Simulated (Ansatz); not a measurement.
**Step by step: PtSe, relaxation of cell and atoms**

All numbers below come from DFT, PBE, PAW with Ansatz's default frozen-core files, scalar-relativistic in Ansatz 0.2.0.

Command: `ansatz run input.yaml --threads 1 --pin off --max-ram 2048MiB --backend cpu --events-out ev --progress --plain --runs-dir out` The run took about 19 s on 1 thread of a shared machine.

```yaml
crystal:
  lattice:
    - [0.0, 2.8896032426, 2.8896032426]
    - [2.8896032426, 0.0, 2.8896032426]
    - [2.8896032426, 2.8896032426, 0.0]
  atoms:
    - { symbol: Pt, position: [0.0, 0.0, 0.0] }
    - { symbol: Se, position: [0.25, 0.25, 0.25] }
kpoints:
  mp_grid: { grid: [10, 10, 10] }
scf:
  occupations: { method: fermi_dirac, width: 0.08 }
hamiltonian:
  xc: pbe
  pseudopotentials: { kind: paw }
output:
  forces: true
  stress: true
relax:
  f_tol: 0.005
  max_steps: 80
  cell: {}
```

No spin–orbit coupling, which matters for the heavy atoms here.

The cell is built from the zincblende type as a first guess.

The cutoff is 420 eV; energies and pressures of the walk include the program's estimate of the Pulay term.

Each frame lists the cell vectors (Å), then Cartesian positions (Å); symmetry keeps all forces zero. Free energies count from the first step, -17992.0297 eV.

The walk took 5 evaluations in all; steps that aren't listed are left out.

Step 1: E = 0.0 meV, P = -3.65 GPa

```
cell 0.0000 2.8896 2.8896 2.8896 0.0000 2.8896 2.8896 2.8896 0.0000
Pt    0.0000    0.0000    0.0000
Se    1.4448    1.4448    1.4448
```

Step 2:

```
cell 0.0000 2.8384 2.8384 2.8384 0.0000 2.8384 2.8384 2.8384 0.0000
Pt    0.0000    0.0000    0.0000
Se    1.4192    1.4192    1.4192
```

(1) Give the energy, pressure of step 2.

(2) How does the relaxation end?

Answers

(1) E = -22.8 meV, P = 1.08 GPa
```
Pt    0.0000    0.0000    0.0000
Se    1.4192    1.4192    1.4192
```

(2) It converges, with a = 5.698 Å, b = 5.698 Å, c = 5.698 Å, α = 90.00°, β = 90.00°, γ = 90.00° (conventional cell, space group F-43m). The last solve (on a basis chosen afresh for the final cell, so its energy is not quite comparable) gives E = -24.0 meV, P = 0.00 GPa:
```
cell 0.0000 2.8488 2.8488 2.8488 0.0000 2.8488 2.8488 2.8488 0.0000
Pt    0.0000    0.0000    0.0000
Se    1.4244    1.4244    1.4244
```
